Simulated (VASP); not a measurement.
# Sc (P6_3/mmc) in VASP: further runs, part 3 of 3

VASP 6.6.1. The steps go on from the part before.

### Step 6. Single point, r2SCAN

Contents of INCAR:

```
PREC = Accurate
ENCUT = 520
EDIFF = 1E-7
ISMEAR = 0
SIGMA = 0.1
LREAL = F
LASPH = T
NELM = 80
ALGO = Normal
ISIF = 2
LWAVE = F
LCHARG = F
METAGGA = R2SCAN
LMIXTAU = T
NBANDS = 18
```

Contents of KPOINTS:

```
Automatic mesh
0
Gamma
  15 15 8
```

Contents of POSCAR:

```
Sc
1.0
    3.2785900000      0.0000000000      0.0000000000
   -1.6392900000      2.8393400000      0.0000000000
    0.0000000000      0.0000000000      5.0848600000
Sc
2
Direct
    0.3333300000      0.6666700000      0.2500000000
    0.6666700000      0.3333300000      0.7500000000
```

Potentials or basis: VASP PAW PBE potentials, release 64 (Sc_sv).

Launch:

```
$ cat potpaw_PBE.64/Sc_sv/POTCAR > POTCAR
$ mpirun -np 1 vasp_std > vasp.out
```

OUTCAR:

```text
PREC = Accurate
   ENCUT = 520
   EDIFF = 1E-7
   ISMEAR = 0
   LREAL = F
   LASPH = T
   NELM = 80
   ISIF = 2
   METAGGA = R2SCAN

 ion  position               nearest neighbor table
   1  0.333  0.667  0.250-   2 3.17   2 3.17   2 3.17   2 3.17   2 3.17   2 3.17
   2  0.667  0.333  0.750-   1 3.17   1 3.17   1 3.17   1 3.17   1 3.17   1 3.17

  LATTYP: Found a hexagonal cell.
 ALAT       =     3.2785900000
 C/A-ratio  =     1.5509289054

  Lattice vectors:

 A1 = (   3.2785900000,   0.0000000000,   0.0000000000)
 A2 = (  -1.6392900000,   2.8393400000,   0.0000000000)
 A3 = (   0.0000000000,   0.0000000000,   5.0848600000)

Analysis of symmetry for initial positions (statically):
=====================================================================
 Subroutine PRICEL returns:
 Original cell was already a primitive cell.

 Routine SETGRP: Setting up the symmetry group for a
 hexagonal supercell.

 Subroutine GETGRP returns: Found  8 space group operations
 (whereof  4 operations were pure point group operations)
 out of a pool of 24 trial point group operations.

The static configuration has the point symmetry C_2h.
 The point group associated with its full space group is D_2h.

Analysis of symmetry for dynamics (positions and initial velocities):
=====================================================================
 Subroutine PRICEL returns:
 Original cell was already a primitive cell.

 Routine SETGRP: Setting up the symmetry group for a
 hexagonal supercell.

 Subroutine GETGRP returns: Found  8 space group operations
 (whereof  4 operations were pure point group operations)
 out of a pool of 24 trial point group operations.

The dynamic configuration has the point symmetry C_2h.
 The point group associated with its full space group is D_2h.

 Subroutine INISYM returns: Found  8 space group operations
 (whereof  4 operations are pure point group operations),
 and found     1 'primitive' translations

----------------------------------------------------------------------------------------

                                     Primitive cell

  volume of cell :      47.3351

  direct lattice vectors                    reciprocal lattice vectors
     3.278590000  0.000000000  0.000000000     0.305009166  0.176096725  0.000000000
    -1.639290000  2.839340000  0.000000000     0.000000000  0.352194524  0.000000000
     0.000000000  0.000000000  5.084860000     0.000000000  0.000000000  0.196662248

  length of vectors
     3.278590000  3.278585570  5.084860000     0.352194048  0.352194524  0.196662248

  position of ions in fractional coordinates (direct lattice)
     0.333330000  0.666670000  0.250000000
     0.666670000  0.333330000  0.750000000

  ion indices of the primitive-cell ions
   primitive index   ion index
                 1           1
                 2           2

----------------------------------------------------------------------------------------

 KPOINTS: Automatic mesh

Automatic generation of k-mesh.
 Grid dimensions read from file:
 generate k-points for:   15   15    8

 Generating k-lattice:

  Cartesian coordinates                     Fractional coordinates (reciprocal lattice)
     0.020333944  0.011739782  0.000000000     0.066666667  0.000000000  0.000000000
     0.000000000  0.023479635  0.000000000     0.000000000  0.066666667  0.000000000
     0.000000000  0.000000000  0.024582781     0.000000000  0.000000000  0.125000000

  Length of vectors
     0.023479603  0.023479635  0.024582781

  Shift w.r.t. Gamma in fractional coordinates (k-lattice)
     0.000000000  0.000000000  0.000000000

 Subroutine IBZKPT returns following result:
 ===========================================

 Found    320 irreducible k-points:

 Following reciprocal coordinates:
            Coordinates               Weight
  0.000000  0.000000  0.000000      1.000000
  0.066667  0.000000  0.000000      4.000000
 -0.066667  0.066667  0.000000      2.000000
  0.133333  0.000000  0.000000      4.000000
 -0.133333  0.133333  0.000000      2.000000
  0.200000  0.000000  0.000000      4.000000
[... 16 lines left out ...]
 -0.266667  0.200000  0.000000      4.000000
  0.266667  0.066667  0.000000      4.000000
 [... further k-points ...]
   k-points           NKPTS =    320   k-points in BZ     NKDIM =    320   number of bands    NBANDS=     18
   number of dos      NEDOS =    301   number of ions     NIONS =      2
   total plane-waves  NPLWV =  23040
   dimension x,y,z NGX =    24 NGY =   24 NGZ =   40
   dimension x,y,z NGXF=    48 NGYF=   48 NGZF=   80
   ions per type =               2
   NGX,Y,Z   is equivalent  to a cutoff of  12.17, 12.17, 13.08 a.u.
   NGXF,Y,Z  is equivalent  to a cutoff of  24.34, 24.34, 26.16 a.u.
 SYSTEM =  unknown system
   PREC   = accura    normal or accurate (medium, high low for compatibility)
   ISTART =      0    job   : 0-new  1-cont  2-samecut
   ICHARG =      2    charge: 1-file 2-atom 10-const
   ISPIN  =      1    spin polarized calculation?
   LNONCOLLINEAR =      F non collinear calculations
   LSORBIT =      F    spin-orbit coupling
   LASPH  =      T    aspherical Exc in radial PAW
   ENCUT  =  520.0 eV  38.22 Ry    6.18 a.u.   6.10  6.10  9.45*2*pi/ulx,y,z
   NELM   =     80;   NELMIN=  2; NELMDL= -5     # of ELM steps
   EDIFF  = 0.1E-06   stopping-criterion for ELM
   LREAL  =      F    real-space projection
   EDIFFG = 0.1E-05   stopping-criterion for IOM
   NSW    =      0    number of steps for IOM
   IBRION =     -1    ionic relax: 0-MD 1-quasi-New 2-CG
   NFREE  =      0    steps in history (QN), initial steepest desc. (CG)
   ISIF   =      2    stress and relaxation
   ISYM   =      2    0-nonsym 1-usesym 2-fastsym
   POTIM  = 0.5000    time-step for ionic-motion
   TEBEG  =    0.0;   TEEND  =   0.0 temperature during run
   PSTRESS=    0.0 pullay stress
   NELECT =      22.0000    total number of electrons
   NUPDOWN=      -1.0000    fix difference up-down
   EMIN   =  10.00;   EMAX   =-10.00  energy-range for DOS
   EFERMI =   0.00;   METHOD = LEGACY
   ISMEAR =     0;   SIGMA  =   0.10  broadening in eV -4-tet -1-fermi 0-gaus
   EFERMI_NEDOS =   21; number of points for ismear=-14 and -15
   IALGO  =     38    algorithm
   IMIX   =      4    mixing-type and parameters
     AMIX     =   0.40;   BMIX     =  1.00
     AMIX_MAG =   1.60;   BMIX_MAG =  1.00
  volume/ion in A,a.u.               =      23.67       159.72
  Fermi-wavevector in a.u.,A,eV,Ry     =   1.268103  2.396367 21.879330  1.608085
  Thomas-Fermi vector in A             =   2.401216
   LORBIT       =      0    0 simple, 1 ext, 2 COOP (PROOUT), +10 PAW based schemes
   METAGGA = R2SCAN    functional components
   LHFCALC =     F    Hartree Fock is set to
   AEXX    =    0.0000 exact exchange contribution
   IVDW    =     0    specifies the selected vdW correction
   LEPSILON=     F    determine dielectric tensor
   LRPA    =     F    only Hartree local field effects (RPA)
 non-spin polarized calculation
 Gauss-broadening in eV      SIGMA  =   0.10
  energy-cutoff  :      520.00
  volume of cell :       47.34
 maximum number of plane-waves:      1296
   NGX = 13   NGY = 13   NGZ = 19

 number of electron      22.0000008 magnetization

 Free energy of the ion-electron system (eV)
  ---------------------------------------------------
  ext. energy  EPLUGINS =         0.00000000
  ---------------------------------------------------
  free energy    TOTEN  =       -22.69448687 eV

  energy without entropy =      -22.67560119  energy(sigma->0) =      -22.68504403

 E-fermi :   3.9643     XC(G=0): -10.7804

 val. band max:        3.9609202395   @ k =   0.2000   0.0000   0.1250
 cond. band min:       3.9695254129   @ k =  -0.4667   0.2667   0.3750
 fundamental gap:      0.0086051734
 Fermi energy:         3.9643115474

 k-point     1 :       0.0000    0.0000    0.0000
  band No.  band energies     occupation
      1     -47.4365      2.00000
      2     -47.3471      2.00000
      3     -25.3505      2.00000
      4     -24.9292      2.00000
      5     -24.9291      2.00000
      6     -24.8505      2.00000
[... 10 lines left out ...]
     17       6.6361      0.00000
     18       6.6361      0.00000
[... 463 lines left out ...]
 k-point    24 :       0.2667    0.0667    0.0000
  band No.  band energies     occupation
      1     -47.3934      2.00000
      2     -47.3369      2.00000
      3     -25.2243      2.00000
      4     -25.1316      2.00000
      5     -25.0610      2.00000
      6     -24.9932      2.00000
[... 10 lines left out ...]
     17       7.3030      0.00000
     18       7.6552      0.00000

 [... further k-points ...]
[... 5 lines left out ...]
  --------------------------------------------------------------------------------------
  -------------------------------------------------------------------------------------
  Total        0.9576254      0.9577533      0.9716381      0.0001138      0.0000000     -0.0000000
  in kB       32.4132620     32.4175914     32.8875579      0.0038505      0.0000000     -0.0000000
  external PRESSURE =      32.5728038 kB  Pullay stress =       0.0000000 kB

 VOLUME and BASIS-vectors are now :
 -----------------------------------------------------------------------------
  energy-cutoff  :      520.00
  volume of cell :       47.34
      direct lattice vectors                 reciprocal lattice vectors
     3.278590000  0.000000000  0.000000000     0.305009166  0.176096725  0.000000000
    -1.639290000  2.839340000  0.000000000     0.000000000  0.352194524  0.000000000
     0.000000000  0.000000000  5.084860000     0.000000000  0.000000000  0.196662248

 POSITION                                       TOTAL-FORCE (eV/Angst)
 -----------------------------------------------------------------------------------
     -0.00001      1.89290      1.27121         0.000039     -0.000023      0.000000
      1.63931      0.94644      3.81365        -0.000039      0.000023     -0.000000
 -----------------------------------------------------------------------------------
    total drift:                                0.000000      0.000000      0.000000

  FREE ENERGIE OF THE ION-ELECTRON SYSTEM (eV)
  ---------------------------------------------------
  free  energy   TOTEN  =       -22.6944868735 eV

  energy  without entropy=      -22.6756011901  energy(sigma->0) =      -22.68504403
```

stdout:

```text
POSCAR found type information on POSCAR Sc
 POSCAR found :  1 types and       2 ions
 scaLAPACK will be used
 -----------------------------------------------------------------------------
|                                                                             |
|                                                                             |
|     You enforced a specific xc type in the INCAR file but a different       |
|     I HOPE YOU KNOW WHAT YOU ARE DOING!                                     |
|                                                                             |
 -----------------------------------------------------------------------------

 LDA part: xc-table for (None), standard interpolation
 POSCAR, INCAR and KPOINTS ok, starting setup
 FFT: planning ... GRIDC
 FFT: planning ... GRID_SOFT
 FFT: planning ... GRID
 WAVECAR not read
 entering main loop
```

Run time: 10 min. Hardware: 1 thread of Intel Xeon Platinum 8488C (Sapphire Rapids), shared host; peak memory 0.35 GiB.

What came out:

```yaml
Free_energy: -22.6945 eV
Pressure: 3.3 GPa
Band_gap_on_the_k_mesh: none (metal or under the smearing width)
```

Caveat: the PAW data sets were made with another functional, which shifts forces and pressure a little.

### Step 7. Summary

```tsv
level	k mesh	cutoff (eV)	smearing	gap on the mesh (eV)	pressure (GPa)
PBEsol	15 × 15 × 8	700	gaussian 0.1 eV	none	0.0
PBEsol	24 × 24 × 12	520	gaussian 0.1 eV	none	-0.1
PBEsol	15 × 15 × 8	520	gaussian 0.5 eV	none	0.6
PBEsol	15 × 15 × 8	900	gaussian 0.1 eV	none	0.0
r2SCAN	15 × 15 × 8	520	gaussian 0.1 eV	none	3.3
```

Alike in all rows: task single point; potentials or basis VASP PAW PBE potentials, release 64 (Sc_sv); no spin polarisation; cell as given.

Every run on the cell as given and a fine mesh finds a metal. The pressure there spans -0.1 GPa (PBEsol) to 3.3 GPa (r2SCAN); a positive pressure means that this level wants a larger cell, a negative one a smaller.

Caveats: the PAW data sets were made with another functional, which shifts forces and pressure a little.

Absolute energies hang on the potentials; compare differences alone.
